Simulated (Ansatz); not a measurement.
SrF2 (fluorite, Fm-3m), a = b = c = 5.857 Å, α = β = γ = 90.00°; the cell used has 3 atoms.

Relaxed with PBE.

Problem. Which orbitals make up the states near the band edges in the program Ansatz at the PBE level (PAW)?

Solution. Top 1 eV of the valence band: F 2p 97 %. Bottom 1 eV of the conduction band: Sr 5s 77 %, F 2s 15 %. Projections are on Löwdin-orthogonalised atomic valence shells; empty p or d shells of many metals are not among them.

Problem. Tabulate the density of states.

Solution. States/eV per cell of 3 atoms, in 0.25 eV bins, energy from the valence-band maximum.

| E (eV) | total | F 2p | Sr 5s | Sr 4p |
|---|---|---|---|---|
| -7.85 | 0.00 | 0.00 | 0.00 | 0.00 |
| -7.60 | 0.00 | 0.00 | 0.00 | 0.00 |
| -7.35 | 0.00 | 0.00 | 0.00 | 0.00 |
| -7.10 | 0.00 | 0.00 | 0.00 | 0.00 |
| -6.85 | 0.00 | 0.00 | 0.00 | 0.00 |
| -6.60 | 0.00 | 0.00 | 0.00 | 0.00 |
| -6.35 | 0.00 | 0.00 | 0.00 | 0.00 |
| -6.10 | 0.00 | 0.00 | 0.00 | 0.00 |
| -5.85 | 0.00 | 0.00 | 0.00 | 0.00 |
| -5.60 | 0.00 | 0.00 | 0.00 | 0.00 |
| -5.35 | 0.00 | 0.00 | 0.00 | 0.00 |
| -5.10 | 0.00 | 0.00 | 0.00 | 0.00 |
| -4.85 | 0.00 | 0.00 | 0.00 | 0.00 |
| -4.60 | 0.00 | 0.00 | 0.00 | 0.00 |
| -4.35 | 0.00 | 0.00 | 0.00 | 0.00 |
| -4.10 | 0.00 | 0.00 | 0.00 | 0.00 |
| -3.85 | 0.00 | 0.00 | 0.00 | 0.00 |
| -3.60 | 0.00 | 0.00 | 0.00 | 0.00 |
| -3.35 | 0.00 | 0.00 | 0.00 | 0.00 |
| -3.10 | 0.00 | 0.00 | 0.00 | 0.00 |
| -2.85 | 0.00 | 0.00 | 0.00 | 0.00 |
| -2.60 | 0.00 | 0.00 | 0.00 | 0.00 |
| -2.35 | 0.00 | 0.00 | 0.00 | 0.00 |
| -2.10 | 0.00 | 0.00 | 0.00 | 0.00 |
| -1.85 | 0.63 | 0.57 | 0.06 | 0.00 |
| -1.60 | 2.76 | 2.56 | 0.13 | 0.01 |
| -1.35 | 7.35 | 6.97 | 0.10 | 0.08 |
| -1.10 | 9.19 | 8.75 | 0.12 | 0.11 |
| -0.85 | 5.19 | 4.97 | 0.06 | 0.06 |
| -0.60 | 5.11 | 4.95 | 0.02 | 0.06 |
| -0.35 | 9.05 | 8.85 | 0.01 | 0.08 |
| -0.10 | 8.71 | 8.58 | 0.01 | 0.06 |
| 0.15 | 0.00 | 0.00 | 0.00 | 0.00 |
| 0.40 | 0.00 | 0.00 | 0.00 | 0.00 |
| 0.65 | 0.00 | 0.00 | 0.00 | 0.00 |
| 0.90 | 0.00 | 0.00 | 0.00 | 0.00 |
| 1.15 | 0.00 | 0.00 | 0.00 | 0.00 |
| 1.40 | 0.00 | 0.00 | 0.00 | 0.00 |
| 1.65 | 0.00 | 0.00 | 0.00 | 0.00 |
| 1.90 | 0.00 | 0.00 | 0.00 | 0.00 |
| 2.15 | 0.00 | 0.00 | 0.00 | 0.00 |
| 2.40 | 0.00 | 0.00 | 0.00 | 0.00 |
| 2.65 | 0.00 | 0.00 | 0.00 | 0.00 |
| 2.90 | 0.00 | 0.00 | 0.00 | 0.00 |
| 3.15 | 0.00 | 0.00 | 0.00 | 0.00 |
| 3.40 | 0.00 | 0.00 | 0.00 | 0.00 |
| 3.65 | 0.00 | 0.00 | 0.00 | 0.00 |
| 3.90 | 0.00 | 0.00 | 0.00 | 0.00 |
| 4.15 | 0.00 | 0.00 | 0.00 | 0.00 |
| 4.40 | 0.00 | 0.00 | 0.00 | 0.00 |
| 4.65 | 0.00 | 0.00 | 0.00 | 0.00 |
| 4.90 | 0.00 | 0.00 | 0.00 | 0.00 |
| 5.15 | 0.00 | 0.00 | 0.00 | 0.00 |
| 5.40 | 0.00 | 0.00 | 0.00 | 0.00 |
| 5.65 | 0.00 | 0.00 | 0.00 | 0.00 |
| 5.90 | 0.00 | 0.00 | 0.00 | 0.00 |
| 6.15 | 0.00 | 0.00 | 0.00 | 0.00 |
| 6.40 | 0.00 | 0.00 | 0.00 | 0.00 |
| 6.65 | 0.00 | 0.00 | 0.00 | 0.00 |
| 6.90 | 0.03 | 0.00 | 0.02 | 0.00 |
| 7.15 | 0.08 | 0.00 | 0.06 | 0.00 |
| 7.40 | 0.12 | 0.00 | 0.09 | 0.00 |
| 7.65 | 0.16 | 0.01 | 0.13 | 0.00 |
| 7.90 | 0.22 | 0.01 | 0.17 | 0.00 |
| 8.15 | 0.64 | 0.03 | 0.28 | 0.00 |
| 8.40 | 2.39 | 0.10 | 0.57 | 0.01 |
| 8.65 | 2.64 | 0.10 | 0.66 | 0.01 |
| 8.90 | 1.10 | 0.04 | 0.30 | 0.00 |
| 9.15 | 0.40 | 0.01 | 0.10 | 0.00 |
| 9.40 | 0.17 | 0.00 | 0.04 | 0.00 |
| 9.65 | 0.34 | 0.00 | 0.04 | 0.00 |
| 9.90 | 2.13 | 0.02 | 0.17 | 0.00 |
| 10.15 | 4.88 | 0.05 | 0.58 | 0.00 |
| 10.40 | 5.56 | 0.06 | 0.64 | 0.00 |
| 10.65 | 2.16 | 0.02 | 0.07 | 0.00 |
| 10.90 | 4.40 | 0.05 | 0.20 | 0.00 |
| 11.15 | 2.44 | 0.03 | 0.10 | 0.00 |
| 11.40 | 1.01 | 0.02 | 0.04 | 0.00 |
| 11.65 | 0.61 | 0.01 | 0.02 | 0.00 |

Symmetry was held in the PBE relaxation; phonons on a q-mesh show no instability. Spin–orbit coupling is left out wherever it is not named.

Potentials: the later of the program's two PAW sets.
